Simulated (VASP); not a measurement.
# BeS (F-43m) in VASP: notebook, part 2 of 2

VASP 6.6.1. Earlier steps stand in the parts before.

### 4 Single point, PBEsol

INCAR reads:

```
SYSTEM = BeS
PREC     = Accurate       ! precision mode
ENCUT    = 520            ! plane-wave cutoff, eV
EDIFF    = 1E-6           ! SCF threshold, eV
ISMEAR   = 0              ! smearing method
SIGMA    = 0.5            ! smearing width, eV
LREAL    = .FALSE.        ! projectors in reciprocal space
LASPH    = .TRUE.         ! aspherical terms in the spheres
NELM     = 60             ! most SCF steps
ALGO     = Fast           ! electronic algorithm
ISIF     = 2              ! what is computed and relaxed
LWAVE    = .FALSE.        ! write WAVECAR
LCHARG   = .TRUE.         ! write CHGCAR
GGA      = PS             ! functional
LELF     = .TRUE.         ! ELF
LVHAR    = .TRUE.
```

KPOINTS reads:

```
regular mesh
0
G
  8 8 8
  0 0 0
```

POSCAR reads:

```
BeS
1.0
    0.0000000000      2.4205100000      2.4205100000
    2.4205100000      0.0000000000      2.4205100000
    2.4205100000      2.4205100000      0.0000000000
Be S
1 1
Direct
    0.0000000000      0.0000000000      0.0000000000
    0.2500000000      0.2500000000      0.2500000000
```

Potentials or basis: VASP PAW PBE potentials, release 64 (Be, S).

Run with:

```bash
> cat potpaw_PBE.64/Be/POTCAR potpaw_PBE.64/S/POTCAR > POTCAR
> mpirun -np 1 vasp_std > vasp.out
```

OUTCAR:

```text
SYSTEM = BeS
   PREC = Accurate
   ENCUT = 520
   EDIFF = 1E-6
   ISMEAR = 0
   LREAL = .FALSE.
   LASPH = .TRUE.
   NELM = 60
   ISIF = 2
   GGA = PS

 ion  position               nearest neighbor table
   1  0.000  0.000  0.000-   2 2.10   2 2.10   2 2.10   2 2.10
   2  0.250  0.250  0.250-   1 2.10   1 2.10   1 2.10   1 2.10

  LATTYP: Found a face centered cubic cell.
 ALAT       =     4.8410200000

  Lattice vectors:

 A1 = (   0.0000000000,   2.4205100000,   2.4205100000)
 A2 = (   2.4205100000,   0.0000000000,   2.4205100000)
 A3 = (   2.4205100000,   2.4205100000,   0.0000000000)

Analysis of symmetry for initial positions (statically):
=====================================================================
 Subroutine PRICEL returns:
 Original cell was already a primitive cell.

 Routine SETGRP: Setting up the symmetry group for a
 face centered cubic supercell.

 Subroutine GETGRP returns: Found 24 space group operations
 (whereof 24 operations were pure point group operations)
 out of a pool of 48 trial point group operations.

The static configuration has the point symmetry T_d .

Analysis of symmetry for dynamics (positions and initial velocities):
=====================================================================
 Subroutine PRICEL returns:
 Original cell was already a primitive cell.

 Routine SETGRP: Setting up the symmetry group for a
 face centered cubic supercell.

 Subroutine GETGRP returns: Found 24 space group operations
 (whereof 24 operations were pure point group operations)
 out of a pool of 48 trial point group operations.

The dynamic configuration has the point symmetry T_d .

 Subroutine INISYM returns: Found 24 space group operations
 (whereof 24 operations are pure point group operations),
 and found     1 'primitive' translations

----------------------------------------------------------------------------------------

                                     Primitive cell

[... 110 lines left out ...]
     AMIX_MAG =   1.60;   BMIX_MAG =  1.00
  volume/ion in A,a.u.               =      14.18        95.70
  Fermi-wavevector in a.u.,A,eV,Ry     =   1.073630  2.028866 15.683180  1.152681
  Thomas-Fermi vector in A             =   2.209435
   LORBIT       =      0    0 simple, 1 ext, 2 COOP (PROOUT), +10 PAW based schemes
   GGA     = PS    functional components
   LHFCALC =     F    Hartree Fock is set to
   AEXX    =    0.0000 exact exchange contribution
   IVDW    =     0    specifies the selected vdW correction
   LEPSILON=     F    determine dielectric tensor
   LRPA    =     F    only Hartree local field effects (RPA)
 non-spin polarized calculation
 RMM-DIIS sequential band-by-band and
 Gauss-broadening in eV      SIGMA  =   0.50
  energy-cutoff  :      520.00
  volume of cell :       28.36
 maximum number of plane-waves:       778
 NGX is ok and might be reduce to    28
   NGX = 13   NGY = 13   NGZ = 13

 number of electron       7.9999999 magnetization

 Free energy of the ion-electron system (eV)
  ---------------------------------------------------
  ext. energy  EPLUGINS =         0.00000000
  ---------------------------------------------------
  free energy    TOTEN  =       -10.56414205 eV

  energy without entropy =      -10.56414119  energy(sigma->0) =      -10.56414162

 E-fermi :   5.6775     XC(G=0):  -9.9238

 val. band max:        4.2021156216   @ k =   0.0000   0.0000   0.0000
 cond. band min:       7.1176693497   @ k =   0.5000   0.5000   0.0000
 fundamental gap:      2.9155537281
 Fermi energy:         5.6774546091

 k-point     1 :       0.0000    0.0000    0.0000
  band No.  band energies     occupation
      1      -9.5534      2.00000
      2       4.2021      1.99997
      3       4.2021      1.99997
      4       4.2021      1.99997
      5       9.8096      0.00000
      6       9.8096      0.00000
      7       9.8096      0.00000
      8       9.9551      0.00000
[... 243 lines left out ...]
 k-point    24 :      -0.3750    0.2500    0.1250
  band No.  band energies     occupation
      1      -7.6212      2.00000
      2      -1.1543      2.00000
      3       1.3743      2.00000
      4       2.3227      2.00000
      5      10.1686      0.00000
      6      10.7176      0.00000
      7      13.3132      0.00000
      8      14.6489      0.00000

 [... further k-points ...]
[... 5 lines left out ...]
  --------------------------------------------------------------------------------------
  -------------------------------------------------------------------------------------
  Total       -0.0037723     -0.0037723     -0.0037723      0.0000000      0.0000000      0.0000000
  in kB       -0.2130888     -0.2130888     -0.2130888      0.0000000      0.0000000      0.0000000
  external PRESSURE =      -0.2130888 kB  Pullay stress =       0.0000000 kB

 VOLUME and BASIS-vectors are now :
 -----------------------------------------------------------------------------
  energy-cutoff  :      520.00
  volume of cell :       28.36
      direct lattice vectors                 reciprocal lattice vectors
     0.000000000  2.420510000  2.420510000    -0.206568037  0.206568037  0.206568037
     2.420510000  0.000000000  2.420510000     0.206568037 -0.206568037  0.206568037
     2.420510000  2.420510000  0.000000000     0.206568037  0.206568037 -0.206568037

 POSITION                                       TOTAL-FORCE (eV/Angst)
 -----------------------------------------------------------------------------------
      0.00000      0.00000      0.00000         0.000000      0.000000      0.000000
      1.21026      1.21026      1.21026        -0.000000     -0.000000     -0.000000
 -----------------------------------------------------------------------------------
    total drift:                               -0.000000     -0.000000      0.000000

  FREE ENERGIE OF THE ION-ELECTRON SYSTEM (eV)
  ---------------------------------------------------
  free  energy   TOTEN  =       -10.5641420514 eV

  energy  without entropy=      -10.5641411949  energy(sigma->0) =      -10.56414162
```

OSZICAR:

```text
N       E                     dE             d eps       ncg     rms          rms(c)
DAV:   1     0.199317472421E+02    0.19932E+02   -0.39629E+03   464   0.847E+02
DAV:   2    -0.100967178135E+02   -0.30028E+02   -0.29454E+02   704   0.125E+02
DAV:   3    -0.107489807643E+02   -0.65226E+00   -0.65226E+00   544   0.232E+01
DAV:   4    -0.107528398627E+02   -0.38591E-02   -0.38591E-02   728   0.183E+00
DAV:   5    -0.107528413584E+02   -0.14957E-05   -0.14959E-05   560   0.399E-02    0.538E+00
RMM:   6    -0.106120831293E+02    0.14076E+00   -0.82263E-02   467   0.194E+00    0.355E+00
RMM:   7    -0.105641487247E+02    0.47934E-01   -0.12809E-01   490   0.254E+00    0.752E-01
RMM:   8    -0.105639369758E+02    0.21175E-03   -0.89182E-03   512   0.863E-01    0.991E-02
RMM:   9    -0.105641176201E+02   -0.18064E-03   -0.14165E-03   572   0.348E-01    0.544E-02
RMM:  10    -0.105641430328E+02   -0.25413E-04   -0.21164E-04   538   0.150E-01    0.201E-02
RMM:  11    -0.105641403440E+02    0.26887E-05   -0.59110E-05   604   0.765E-02    0.240E-02
RMM:  12    -0.105641421141E+02   -0.17700E-05   -0.12810E-05   569   0.379E-02    0.534E-03
RMM:  13    -0.105641420514E+02    0.62715E-07   -0.26736E-06   410   0.174E-02
   1 F= -.10564142E+02 E0= -.10564142E+02  d E =-.856478E-06
```

stdout:

```text
POSCAR found type information on POSCAR BeS
 POSCAR found :  2 types and       2 ions
 scaLAPACK will be used
 -----------------------------------------------------------------------------
|                                                                             |
|                                                                             |
|     You enforced a specific xc type in the INCAR file but a different       |
|     I HOPE YOU KNOW WHAT YOU ARE DOING!                                     |
|                                                                             |
 -----------------------------------------------------------------------------

 LDA part: xc-table for (Slater+PW92), standard interpolation
 POSCAR, INCAR and KPOINTS ok, starting setup
 FFT: planning ... GRIDC
 FFT: planning ... GRID_SOFT
 FFT: planning ... GRID
 WAVECAR not read
 entering main loop
```

It took 8.6 s on 1 thread of Intel Xeon Platinum 8559C (Emerald Rapids), shared host; peak memory 0.14 GiB.

What came out:

```yaml
Free_energy: -10.5641 eV
Pressure: 0.0 GPa
Band_gap_on_the_k_mesh: 2.92 eV, indirect (least direct gap 5.61 eV)
```

Caveat: the PAW data sets were made with another functional, which shifts forces and pressure a little.

### 5 Single point, PBEsol

Edit INCAR of step 4 so:

```diff
@@ -2,6 +2,6 @@
 PREC     = Accurate       ! precision mode
-ENCUT    = 520            ! plane-wave cutoff, eV
+ENCUT    = 900            ! plane-wave cutoff, eV
 EDIFF    = 1E-6           ! SCF threshold, eV
 ISMEAR   = 0              ! smearing method
-SIGMA    = 0.5            ! smearing width, eV
+SIGMA    = 0.02           ! smearing width, eV
 LREAL    = .FALSE.        ! projectors in reciprocal space
```

KPOINTS is that of step 4.

POSCAR is that of step 4.

Potentials or basis: VASP PAW PBE potentials, release 64 (Be, S_h).

Run with:

```bash
> cat potpaw_PBE.64/Be/POTCAR potpaw_PBE.64/S_h/POTCAR > POTCAR
> mpirun -np 1 vasp_std > vasp.out
```

Run time: 13 s. Hardware: 1 thread of Intel Xeon Platinum 8559C (Emerald Rapids), shared host; peak memory 0.19 GiB.

It converged, with:

| Property | Result |
| --- | --- |
| Free energy | -10.5645 eV |
| Pressure | 0.0 GPa |
| Band gap on the k mesh | 2.91 eV, indirect (least direct gap 5.59 eV) |

Levels at points of the mesh, in eV from the valence-band top:
```
           k point  band 1  band 2  band 3  band 4  band 5  band 6  band 7  band 8
(0.00, 0.00, 0.00)  -13.76    0.00    0.00    0.00    5.59    5.59    5.59    5.75
(0.50, 0.00, 0.00)  -12.11   -5.90   -1.05   -1.05    5.38    6.46    6.46   11.00
(0.50, 0.50, 0.00)  -11.55   -5.10   -2.69   -2.69    2.91    4.79   12.75   12.75
```

Caveat: the PAW data sets were made with another functional, which shifts forces and pressure a little. A hybrid or GW would open this gap; PBEsol tends to underestimate it.

### 6 Single point, r2SCAN

INCAR reads:

```
SYSTEM = BeS
PREC     = Accurate       ! precision mode
ENCUT    = 520            ! plane-wave cutoff, eV
EDIFF    = 1E-6           ! SCF threshold, eV
ISMEAR   = 0              ! smearing method
SIGMA    = 0.02           ! smearing width, eV
LREAL    = .FALSE.        ! projectors in reciprocal space
LASPH    = .TRUE.         ! aspherical terms in the spheres
NELM     = 60             ! most SCF steps
ALGO     = Normal         ! electronic algorithm
ISIF     = 2              ! what is computed and relaxed
LWAVE    = .FALSE.        ! write WAVECAR
LCHARG   = .TRUE.         ! write CHGCAR
METAGGA  = R2SCAN         ! meta-GGA
LMIXTAU  = .TRUE.       
LELF     = .TRUE.         ! ELF
LVHAR    = .TRUE.
```

KPOINTS is that of step 5.

POSCAR is that of step 5.

Potentials or basis: VASP PAW PBE potentials, release 64 (Be, S).

Run with:

```bash
> cat potpaw_PBE.64/Be/POTCAR potpaw_PBE.64/S/POTCAR > POTCAR
> mpirun -np 1 vasp_std > vasp.out
```

OUTCAR:

```text
SYSTEM = BeS
   PREC = Accurate
   ENCUT = 520
   EDIFF = 1E-6
   ISMEAR = 0
   LREAL = .FALSE.
   LASPH = .TRUE.
   NELM = 60
   ISIF = 2
   METAGGA = R2SCAN

 ion  position               nearest neighbor table
   1  0.000  0.000  0.000-   2 2.10   2 2.10   2 2.10   2 2.10
   2  0.250  0.250  0.250-   1 2.10   1 2.10   1 2.10   1 2.10

  LATTYP: Found a face centered cubic cell.
 ALAT       =     4.8410200000

  Lattice vectors:

 A1 = (   0.0000000000,   2.4205100000,   2.4205100000)
 A2 = (   2.4205100000,   0.0000000000,   2.4205100000)
 A3 = (   2.4205100000,   2.4205100000,   0.0000000000)

Analysis of symmetry for initial positions (statically):
=====================================================================
 Subroutine PRICEL returns:
 Original cell was already a primitive cell.

 Routine SETGRP: Setting up the symmetry group for a
 face centered cubic supercell.

 Subroutine GETGRP returns: Found 24 space group operations
 (whereof 24 operations were pure point group operations)
 out of a pool of 48 trial point group operations.

The static configuration has the point symmetry T_d .

Analysis of symmetry for dynamics (positions and initial velocities):
[... 170 lines left out ...]
      1     -10.3101      2.00000
      2       4.0257      2.00000
      3       4.0257      2.00000
      4       4.0257      2.00000
      5      10.2796      0.00000
      6      10.2796      0.00000
      7      10.2796      0.00000
      8      10.7645      0.00000
[... 243 lines left out ...]
 k-point    24 :      -0.3750    0.2500    0.1250
  band No.  band energies     occupation
      1      -8.3248      2.00000
      2      -1.4161      2.00000
      3       1.1590      2.00000
      4       2.1335      2.00000
      5      10.6607      0.00000
      6      11.2554      0.00000
      7      13.9294      0.00000
      8      15.3054      0.00000

 [... further k-points ...]

------------------------ aborting loop because EDIFF is reached ----------------------------------------

  FORCE on cell =-STRESS in cart. coord.  units (eV):
  Direction    XX          YY          ZZ          XY          YZ          ZX
  --------------------------------------------------------------------------------------
  -------------------------------------------------------------------------------------
  Total        0.3551825      0.3551825      0.3551825      0.0000000     -0.0000000     -0.0000000
  in kB       20.0637202     20.0637202     20.0637202      0.0000000     -0.0000000     -0.0000000
  external PRESSURE =      20.0637202 kB  Pullay stress =       0.0000000 kB

 VOLUME and BASIS-vectors are now :
 -----------------------------------------------------------------------------
  energy-cutoff  :      520.00
  volume of cell :       28.36
      direct lattice vectors                 reciprocal lattice vectors
     0.000000000  2.420510000  2.420510000    -0.206568037  0.206568037  0.206568037
     2.420510000  0.000000000  2.420510000     0.206568037 -0.206568037  0.206568037
     2.420510000  2.420510000  0.000000000     0.206568037  0.206568037 -0.206568037

 POSITION                                       TOTAL-FORCE (eV/Angst)
 -----------------------------------------------------------------------------------
      0.00000      0.00000      0.00000        -0.000000     -0.000000     -0.000000
      1.21026      1.21026      1.21026         0.000000      0.000000      0.000000
 -----------------------------------------------------------------------------------
    total drift:                                0.000000      0.000000      0.000000

  FREE ENERGIE OF THE ION-ELECTRON SYSTEM (eV)
  ---------------------------------------------------
  free  energy   TOTEN  =       -14.7829770543 eV

  energy  without entropy=      -14.7829770543  energy(sigma->0) =      -14.78297705
```

It took 29 s on 1 thread of Intel Xeon Platinum 8559C (Emerald Rapids), shared host; peak memory 0.15 GiB.

Results:

```
Free energy            : -14.7830 eV
Pressure               : 2.0 GPa
Band gap on the k mesh : 3.56 eV, indirect (least direct gap 6.25 eV)
```

Caveat: the PAW data sets were made with another functional, which shifts forces and pressure a little. A k mesh can miss the band edges.

### 7 Overview

```csv
level,potentials or basis,k mesh,cutoff (eV),smearing,further INCAR settings,gap on the mesh (eV),pressure (GPa)
PBEsol,"VASP PAW PBE potentials, release 64 (Be, S)",8 × 8 × 8,700,gaussian 0.02 eV,ALGO = Fast; EDIFF = 1e-06,2.92,0.0
PBEsol,"VASP PAW PBE potentials, release 64 (Be, S)",12 × 12 × 12,520,gaussian 0.02 eV,ALGO = Fast; EDIFF = 1e-06,2.92,0.0
PBEsol,"VASP PAW PBE potentials, release 64 (Be, S)",8 × 8 × 8,520,gaussian 0.5 eV,ALGO = Fast; EDIFF = 1e-06,2.92,0.0
PBEsol,"VASP PAW PBE potentials, release 64 (Be, S_h)",8 × 8 × 8,900,gaussian 0.02 eV,ALGO = Fast; EDIFF = 1e-06,2.91,0.0
r2SCAN,"VASP PAW PBE potentials, release 64 (Be, S)",8 × 8 × 8,520,gaussian 0.02 eV,ALGO = Normal; EDIFF = 1e-06,3.56,2.0
```

Alike in all rows: task single point; no spin polarisation; cell as given.

Caveats: the PAW data sets were made with another functional, which shifts forces and pressure a little.

Total energies depend on the potentials used, so only differences within one code and one set of settings carry meaning.
